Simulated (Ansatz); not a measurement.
# Ansatz 0.2.0, relaxation: Hg

input.yaml:

```yaml
crystal:
  lattice:
    - [6.32644291, 0.0, 0.0]
    - [0.0, 6.87635063, 0.0]
    - [-2.83775421, 0.0, 6.2557963]
  atoms:
    - { symbol: Hg, position: [0.0, 0.0, 0.0] }
    - { symbol: Hg, position: [0.0, 0.5, 0.5] }
    - { symbol: Hg, position: [0.425, 0.36, 0.265] }
    - { symbol: Hg, position: [0.575, 0.86, 0.235] }
    - { symbol: Hg, position: [0.575, 0.64, 0.735] }
    - { symbol: Hg, position: [0.425, 0.14, 0.765] }
  symmetry: { tolerance: 0.0003 }
kpoints:
  mp_grid: { grid: [5, 4, 4], shift: [0, 0, 0] }
magnetization:
  spin_polarized: false
scf:
  occupations: { method: gaussian, width: 0.2605 }
  lower_state_search: "off"
hamiltonian:
  pseudopotentials: { kind: paw }
  xc: pbe
basis:
  ecutwfc: 420
  fft_grid_basis: typed
relax:
  max_steps: 80
  cell: { p_target: 0.0 }
output:
  forces: true
  stress: true
  eigenvalues: true
  bader: true
  populations: true
  elf: true
  write_potential: true
  volumetric_format: npy
  dos:
    e_range: [-12, 8]
    de: 0.05
    projected: { site_lists: { Hg: [Hg] } }
  write_density: true
checkpoint:
  read: saved_state
```

Launch command:

```bash
ansatz run input.yaml --threads 2 --pin off --max-ram 3584MiB --backend cpu --events-out ev --progress --plain --runs-dir out
```

Origin of the cell: a database entry, scaled a little.

The saved state is a converged single point of the same cell.

Excerpt of the output:

```
Pseudopotentials: kind: paw
Pseudopotential: Hg, paw, valence charge 20, recommended cutoff 420 eV (normal), Hg.paw.azcp
Functional definition: PBE
  exchange = pbe_x(kappa = kappa, mu = beta*pi^2/3)
  correlation = pbe_c(beta = beta)
Crystal: 6 atoms, lattice volume = 272.145 Å³
Basis set: ecut = 420 eV, 5325 PW (Γ), exchange–correlation on 90×96×96 points (8 copies of the dense FFT grid, shifted against one another)
Bands: 72, of which v1, the nominal top of the filled ones, is band 60 counted from 1 (59 counted from 0)
Symmetry: 4 space group operations
Space group: P21/c (ITA 14), of the structure as read, at distance tolerance 1.9e-3 Å
k-points: 33 of 80
[… 3 lines left out …]
Initial density: read from a saved state, or passed on in memory by an earlier SCF of this step, an earlier step, the calling program or the single point that the run made first
Functional: x = pbe(κ = 0.804, μ = 0.219515), c = pbe(β = 0.066725)
SCF iter   1: F=—  HF=-82880.509454 eV  Δρ=3.52e-4  dr2=4.98e-4
SCF iter   2: F=—  HF=-82880.510054 eV  Δρ=2.20e-4  dr2=2.30e-4
SCF iter   3: F=—  HF=-82880.510443 eV  Δρ=5.82e-5  dr2=1.43e-5
SCF iter   4: F=—  HF=-82880.510434 eV  Δρ=2.17e-5  dr2=1.56e-6
SCF iter   5: F=—  HF=-82880.510438 eV  Δρ=4.49e-6  dr2=1.21e-7
SCF iter   6: F=-82880.510438 eV  HF=-82880.510438 eV  Δρ=1.52e-6  dr2=1.30e-8
relax step   1: F+E_penalty+E_count = -82880.510438 eV  Δ(F+E_penalty+E_count) = +0.000e0 eV  max|allowed force component| = 2.355e-2 eV/Å  Δτ_max = 0.0000 Å  P = -0.482 GPa  Ω = 272.145 Å³ […]
relax step   2: F+E_penalty+E_count = -82880.527242 eV  Δ(F+E_penalty+E_count) = -1.680e-2 eV  max|allowed force component| = 2.384e-2 eV/Å  Δτ_max = 0.0059 Å  P = -0.474 GPa  Ω = 267.409 Å³ […]
relax step   3: F+E_penalty+E_count = -82880.612715 eV  Δ(F+E_penalty+E_count) = -8.547e-2 eV  max|allowed force component| = 2.131e-2 eV/Å  Δτ_max = 0.0477 Å  P = -0.305 GPa  Ω = 240.662 Å³ […]
relax step   4: F+E_penalty+E_count = -82880.640966 eV  Δ(F+E_penalty+E_count) = -2.825e-2 eV  max|allowed force component| = 1.239e-2 eV/Å  Δτ_max = 0.0621 Å  P = +0.037 GPa  Ω = 222.479 Å³ […]
relax step   5: F+E_penalty+E_count = -82880.641783 eV  Δ(F+E_penalty+E_count) = -8.174e-4 eV  max|allowed force component| = 4.683e-3 eV/Å  Δτ_max = 0.0700 Å  P = -0.008 GPa  Ω = 224.925 Å³ […]
relax step   6: F+E_penalty+E_count = -82880.642175 eV  Δ(F+E_penalty+E_count) = -3.922e-4 eV  max|allowed force component| = 3.850e-3 eV/Å  Δτ_max = 0.0191 Å  P = -0.003 GPa  Ω = 224.913 Å³ […]
relax step   7: F+E_penalty+E_count = -82880.643894 eV  Δ(F+E_penalty+E_count) = -1.719e-3 eV  max|allowed force component| = 1.203e-2 eV/Å  Δτ_max = 0.1559 Å  P = -0.006 GPa  Ω = 226.631 Å³ […]
relax step   8: F+E_penalty+E_count = -82880.644737 eV  Δ(F+E_penalty+E_count) = -8.431e-4 eV  max|allowed force component| = 1.128e-2 eV/Å  Δτ_max = 0.1937 Å  P = -0.057 GPa  Ω = 229.031 Å³ […]
relax step   9: F+E_penalty+E_count = -82880.646686 eV  Δ(F+E_penalty+E_count) = -1.949e-3 eV  max|allowed force component| = 4.721e-3 eV/Å  Δτ_max = 0.0327 Å  P = -0.035 GPa  Ω = 228.051 Å³ […]
relax step  10: F+E_penalty+E_count = -82880.650015 eV  Δ(F+E_penalty+E_count) = -3.329e-3 eV  max|allowed force component| = 7.276e-3 eV/Å  Δτ_max = 0.1623 Å  P = -0.036 GPa  Ω = 226.828 Å³ […]
relax step  11: F+E_penalty+E_count = -82880.657862 eV  Δ(F+E_penalty+E_count) = -7.846e-3 eV  max|allowed force component| = 1.123e-2 eV/Å  Δτ_max = 0.1961 Å  P = -0.088 GPa  Ω = 225.517 Å³ […]
relax step  12: F+E_penalty+E_count = -82880.670519 eV  Δ(F+E_penalty+E_count) = -1.266e-2 eV  max|allowed force component| = 1.575e-2 eV/Å  Δτ_max = 0.1950 Å  P = -0.100 GPa  Ω = 222.205 Å³ […]
relax step  13: F+E_penalty+E_count = -82880.663822 eV  Δ(F+E_penalty+E_count) = +6.697e-3 eV  max|allowed force component| = 9.040e-2 eV/Å  Δτ_max = 0.1362 Å  P = +0.058 GPa  Ω = 216.197 Å³ […]
relax step  14: F+E_penalty+E_count = -82880.676800 eV  Δ(F+E_penalty+E_count) = -6.281e-3 eV  max|allowed force component| = 1.047e-2 eV/Å  Δτ_max = 0.0681 Å  P = -0.078 GPa  Ω = 219.971 Å³ […]
relax step  15: F+E_penalty+E_count = -82880.683421 eV  Δ(F+E_penalty+E_count) = -6.621e-3 eV  max|allowed force component| = 7.768e-3 eV/Å  Δτ_max = 0.0977 Å  P = +0.001 GPa  Ω = 215.528 Å³ […]
relax step  16: F+E_penalty+E_count = -82880.686936 eV  Δ(F+E_penalty+E_count) = -3.515e-3 eV  max|allowed force component| = 2.612e-3 eV/Å  Δτ_max = 0.1444 Å  P = +0.000 GPa  Ω = 213.666 Å³ […]
relax step  17: F+E_penalty+E_count = -82880.688531 eV  Δ(F+E_penalty+E_count) = -1.595e-3 eV  max|allowed force component| = 2.655e-3 eV/Å  Δτ_max = 0.0315 Å  P = +0.011 GPa  Ω = 212.874 Å³ […]
relax step  18: F+E_penalty+E_count = -82880.690648 eV  Δ(F+E_penalty+E_count) = -2.117e-3 eV  max|allowed force component| = 2.574e-3 eV/Å  Δτ_max = 0.0559 Å  P = +0.032 GPa  Ω = 211.473 Å³ […]
relax step  19: F+E_penalty+E_count = -82880.690849 eV  Δ(F+E_penalty+E_count) = -2.016e-4 eV  max|allowed force component| = 2.122e-3 eV/Å  Δτ_max = 0.0076 Å  P = +0.020 GPa  Ω = 211.790 Å³ […]
relax step  20: F+E_penalty+E_count = -82880.690788 eV  Δ(F+E_penalty+E_count) = +6.150e-5 eV  max|allowed force component| = 7.357e-3 eV/Å  Δτ_max = 0.0420 Å  P = -0.014 GPa  Ω = 213.266 Å³ […]
relax step  21: F+E_penalty+E_count = -82880.681657 eV  Δ(F+E_penalty+E_count) = +9.131e-3 eV  max|allowed force component| = 7.300e-3 eV/Å  Δτ_max = 0.0000 Å  P = -0.039 GPa  Ω = 213.266 Å³  stress off target by 7.13e-2 GPa […]
relax step  22: F+E_penalty+E_count = -82880.682254 eV  Δ(F+E_penalty+E_count) = -5.972e-4 eV  max|allowed force component| = 5.169e-3 eV/Å  Δτ_max = 0.0274 Å  P = -0.016 GPa  Ω = 212.174 Å³ […]
relax step  23: F+E_penalty+E_count = -82880.682002 eV  Δ(F+E_penalty+E_count) = +2.519e-4 eV  max|allowed force component| = 5.163e-3 eV/Å  Δτ_max = 0.0000 Å  P = -0.016 GPa  Ω = 212.174 Å³  stress off target by 3.16e-2 GPa […]
SCF 23 converged in 6 iterations: F = -82880.682002 eV  dr2 = 1.05e-11
basis re-selected at this cell: Δ(F+E_penalty+E_count) = +2.519e-4 eV, ΔP = +0.000 GPa vs the last step (what re-selecting the basis moved, of the pressure what is left beyond the Pulay corre […]
SCF converged after 6 iterations
Free energy (F): -82880.682002 eV
Harris-Foulkes:  -82880.682002 eV  (|F-HF|=5.82e-11)
Internal energy: -82880.672568 eV  (E = F + TS)
E sigma→0 (E₀):  -82880.677285 eV
Entropy (-TS):   -0.009434 eV (-1.572 meV/atom)
Fermi energy:    8.345280 eV
--- Per-component energies (eV) ---
  E_band       = -3030.392616
  E_kinetic    = 3628.445325
  E_local      = -19832.092946  (includes V_loc(G=0)·N_el)
  E_nonlocal   = 436.353323
  E_hartree    = 8487.597206
  E_xc         = -1321.331631
  E_vxc        = -1571.081902  (∫ρ·V_xc dr)
  E_paw        = -59674.293632  (= ΣΔE_a)
  E_vpaw       = -2667.216820  (= ΣTr[D̂ρ^β])
  E_aug_tail   = 0.005557  (compensation charges beyond the density's cutoff)
  E_ewald      = -14605.355768
  E_smearing   = -0.009434  (= −TS)
  Σ components = -82880.682002   (vs F -82880.682002, Δ=0.00e0)
--- Forces (eV/Å), atoms counted from 1 ---
  atom   1  Hg    -0.000000     0.000000    -0.000000
  atom   2  Hg     0.000000     0.000000     0.000000
  atom   3  Hg     0.002273     0.005163     0.000583
  atom   4  Hg    -0.002273     0.005163    -0.000583
  atom   5  Hg    -0.002273    -0.005163    -0.000583
  atom   6  Hg     0.002273    -0.005163     0.000583
  max |Σ_I F_I| component: 8.67e-19 eV/Å
--- Stress (GPa, compression-positive) ---
       -0.019753       0.000000       0.001942
        0.000000      -0.031648      -0.000000
        0.001942      -0.000000       0.004471
  P = ⅓ Tr σ = -0.0156 GPa (-0.156 kbar)
--- Relaxed structure (21 steps of the walk, 20 accepted, 2 SCFs on fresh bases) ---
  F+E_penalty+E_count = -82880.682002 eV   max|allowed force component| = 5.163e-3 eV/Å   (the final SCF, on the basis selected at the relaxed cell)
  cell:  # Å, volume = 212.1740 Å³
    - [6.039637, -7.765e-17, -0.349749]
    - [-8.441e-17, 6.385428, -1.791e-16]
    - [-3.054950, -1.281e-16, 5.678537]
  atoms:
    - { symbol: Hg, position: [1.383e-18, -8.093e-19, 1.455e-18] }
    - { symbol: Hg, position: [0.0, 0.500000, 0.500000] }
    - { symbol: Hg, position: [0.495943, 0.249465, 0.446384] }
    - { symbol: Hg, position: [0.504057, 0.749465, 0.053616] }
    - { symbol: Hg, position: [0.504057, 0.750535, 0.553616] }
    - { symbol: Hg, position: [0.495943, 0.250535, 0.946384] }
--- Löwdin populations: 6 sites ---
  site symbol       q [e]
     0     Hg     19.8952
     1     Hg     19.8952
     2     Hg     19.8577
     3     Hg     19.8577
     4     Hg     19.8577
     5     Hg     19.8577
  spilling = 0.006489 (of n_electrons = 120.000000)
--- Bader charges: 6 sites ---
  site symbol  charge [e]  shift [e]
     0     Hg     -0.0052     0.0000
     1     Hg     -0.0052     0.0000
     2     Hg      0.0026     0.0000
     3     Hg      0.0026     0.0000
     4     Hg      0.0026     0.0000
     5     Hg      0.0026     0.0000
  estimated error of the sums over rays = 2.8e-4 e
```

Before:

Space group P2_1/c (No. 14); the run's cell has a = 6.326 Å, b = 6.876 Å, c = 6.869 Å, α = 90.00°, β = 114.40°, γ = 90.00°. Shortest distances: Hg–Hg 3.45 Å.

After:

Space group P2_1/c (No. 14); the run's cell has a = 6.050 Å, b = 6.385 Å, c = 6.448 Å, α = 90.00°, β = 121.59°, γ = 90.00°. Shortest distances: Hg–Hg 3.22 Å.

- Free energy lowered by: 28.6 meV/atom
- Volume change: -22.04 %
- Final pressure: -0.02 GPa
- Relaxation steps listed: 23

Caveats: no spin-orbit coupling, though heavy elements are present; the relaxation held the start's symmetry, so the end may be a saddle point; wide smearing.

The run took 3.7 min on 2 threads of Intel(R) Xeon(R) 6975P-C (Granite Rapids), on a shared host, peak memory 0.91 GiB, from a saved density.
